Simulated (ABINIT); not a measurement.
**Ag in ABINIT: the effect of functional**

The system is Ag.

```
CELL_PARAMETERS angstrom
0.00000 2.04275 2.04275
2.04275 0.00000 2.04275
2.04275 2.04275 0.00000
ATOMIC_POSITIONS crystal
Ag 0.00000 0.00000 0.00000
```

Alike in all runs:

```yaml
Program: ABINIT 10.8.3 (patched build)
Task: band structure
Potentials_or_basis: JTH PAW PBE v2.0
Cutoff: 544 eV
k_mesh: 11 × 11 × 11
Occupations: fermi-dirac, width 0.05 eV
Spin: no spin polarisation
```

```tsv
functional	pressure (GPa)
PBE	4.5
LDA	-7.4
PBEsol	-2.8
RPBE	8.7
BLYP	12.0
AM05	-2.6
r2SCAN	1.1
SCAN	-0.9
revPBE	?
PW91	4.3
WC	-2.2
```

Question: What does the run with functional revPBE give?

Answer: Pressure 7.5 GPa.

Caveats: the PAW data sets were made with another functional, which shifts forces and pressure a little (some runs).
